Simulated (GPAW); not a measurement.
Ag in GPAW: the effect of target pressure

The system is Ag.

```xyz
2
Lattice="2.9300 0.0000 0.0000 -1.4650 2.5375 0.0000 0.0000 0.0000 4.7900" Properties=species:S:1:pos:R:3 pbc="T T T"
Ag    1.4650    0.8458    3.5925
Ag    0.0000    1.6916    1.1975
```

This isn't the form of Ag at room conditions, which is fcc.

Alike in all runs:

| Property | Result |
| --- | --- |
| Program | GPAW 26.7.0 |
| Task | relaxation of cell and atoms |
| Functional | PBEsol |
| Potentials or basis | PAW data sets generated in the run's folder for this functional |
| Cutoff | 600 eV |
| Basis | pw |
| k mesh | 8 × 8 × 4 |
| Occupations | fermi-dirac, width 0.05 eV |
| Spin | no spin polarisation |

Each run relaxes the cell or the atoms first.

```tsv
target pressure	target pressure	relaxed volume (Å³/atom)
0 GPa	-	16.77
2 GPa	2 GPa	16.48
5 GPa	5 GPa	16.12
10 GPa	10 GPa	15.61
20 GPa	20 GPa	14.81
30 GPa	30 GPa	?
```

Problem. What does the run with target pressure 30 GPa give?

Solution. Relaxed volume 14.21 Å³/atom.

Worked out: In Murnaghan's law V^(-B') rises as a straight line in P. The other rows fit best with B' = 5.1, V0 = 16.76 Å³/atom and B0 = 116 GPa, which gives 14.21 Å³/atom at 30 GPa, against the run's 14.21.

Caveats: later steps reuse the first step's grids; the volume moved by over 15 % at a fixed basis, so the end points are rough (some runs).
